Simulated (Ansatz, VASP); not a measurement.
**BaHf3O2: VASP beside Ansatz**

The input INCAR:

```
SYSTEM = BaHf3O2
PREC     = Accurate       ! precision mode
ENCUT    = 600            ! plane-wave cutoff, eV
EDIFF    = 1E-6           ! SCF threshold, eV
ISMEAR   = 0              ! smearing method
SIGMA    = 0.1            ! smearing width, eV
LREAL    = .False.        ! projectors in reciprocal space
LASPH    = .True.         ! aspherical terms in the spheres
NELM     = 100            ! most SCF steps
ALGO     = Normal         ! electronic algorithm
ISIF     = 3              ! what is computed and relaxed
LWAVE    = .False.        ! write WAVECAR
LCHARG   = .False.        ! write CHGCAR
GGA      = PE             ! functional
IBRION   = 2              ! ionic algorithm
NSW      = 100            ! ionic steps
EDIFFG   = -0.01          ! ionic threshold
```

The input KPOINTS:

```
regular mesh
0
Gamma
  6 6 12
  0 0 0
```

The input POSCAR:

```
BaHf3O2
1.0
    6.0056427900      0.0000000000      0.0000000000
   -3.0028214000      5.2010392300      0.0000000000
    0.0000000000      0.0000000000      3.4647543300
Ba Hf O
1 3 2
Direct
    0.0000000000      0.0000000000      0.5000000000
    0.0000000000      0.5000000000      0.0000000000
    0.5000000000      0.0000000000      0.0000000000
    0.5000000000      0.5000000000      0.0000000000
    0.3333333300      0.6666666700      0.5000000000
    0.6666666700      0.3333333300      0.5000000000
```

Input for Ansatz:

```yaml
crystal:
  lattice:
    - [6.00564279, 0.0, 0.0]
    - [-3.0028214, 5.20103923, 0.0]
    - [0.0, 0.0, 3.46475433]
  atoms:
    - { symbol: Ba, position: [0.0, 0.0, 0.5] }
    - { symbol: Hf, position: [0.0, 0.5, 0.0] }
    - { symbol: Hf, position: [0.5, 0.0, 0.0] }
    - { symbol: Hf, position: [0.5, 0.5, 0.0] }
    - { symbol: O, position: [0.33333333, 0.66666667, 0.5] }
    - { symbol: O, position: [0.66666667, 0.33333333, 0.5] }
basis:
  ecutwfc: 420
kpoints:
  mp_grid: { grid: [6, 6, 12] }
hamiltonian:
  xc: pbe
scf:
  occupations: { method: gaussian, width: 0.1 }
output:
  forces: true
  stress: true
  eigenvalues: true
relax:
  adjacent_minimum: "off"
  f_tol: 0.01
  max_steps: 80
  cell: { stress_tol: 0.05 }
```

Change from the starting cell: species swapped into the GdB2Ir3 type (P6/mmm, No. 191).

Alike in both runs: task relaxation of cell and atoms; functional PBE; k mesh 6 × 6 × 12; occupations gaussian, width 0.1 eV; no spin polarisation.

|  | VASP | Ansatz |
| --- | --- | --- |
| version | VASP 6.6.1 | Ansatz 0.2.0 |
| potentials or method | VASP PAW PBE potentials, release 64 (Ba_sv, Hf_pv, O) | scalar-relativistic, plane waves, PAW |
| plane-wave cutoff (eV) | 600 | 420 |
| valence electrons in the cell | 52 | 100 |

Ansatz gave:

```
gap on the k mesh at the Fermi level, each at its own relaxed structure (eV) : none
relaxed volume (Å³/atom)                                                     : 17.90
relaxed cell length with the largest relative difference (Å)                 : 6.520
energy change over the relaxation (meV/atom)                                 : -206
```

Q: Estimate VASP's values.

A: gap on the k mesh at the Fermi level, each at its own relaxed structure (eV): none; relaxed volume (Å³/atom): 17.83; relaxed cell length with the largest relative difference (Å): 6.502; energy change over the relaxation (meV/atom): -203.

A gap of «none» marks a metal or a gap that the smearing closes. The two sets of potentials don't hold the same shells in valence.

The runs have no spin-orbit coupling, so splittings on Ba, Hf are missing.
